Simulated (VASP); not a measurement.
Here is a VASP 6.6.1 calculation.

File INCAR:

```
SYSTEM = Se
PREC = Accurate
ENCUT = 520
EDIFF = 1E-6
ISMEAR = 0
SIGMA = 0.1
LREAL = .FALSE.
LASPH = .TRUE.
NELM = 100
ALGO = Fast
ISIF = 2
LWAVE = .FALSE.
LCHARG = .FALSE.
GGA = PS
NBANDS = 9
```

KPOINTS

```
regular mesh
0
G
  28 28 28
  0 0 0
```

File POSCAR:

```
Se
1.0
   -1.4334183129      1.4334183129      1.4334183129
    1.4334183129     -1.4334183129      1.4334183129
    1.4334183129      1.4334183129     -1.4334183129
Se
1
Direct
    0.0000000000      0.0000000000      0.0000000000
```

Potentials or basis: VASP PAW PBE potentials, release 64 (Se).

The run is started by

```sh
$ cat potpaw_PBE.64/Se/POTCAR > POTCAR
$ mpirun -np 1 vasp_std > vasp.out
```

Task: Estimate the pressure.

Result: 127.0 GPa.

Task: What does it give for the band gap on the k mesh?

Result: None (metal or under the smearing width).

Caveat: a pressure of tens of GPa on the cell as given is suspect, and the run, the potentials or the cell itself is likely at fault; the PAW data sets were made with another functional, which shifts forces and pressure a little.
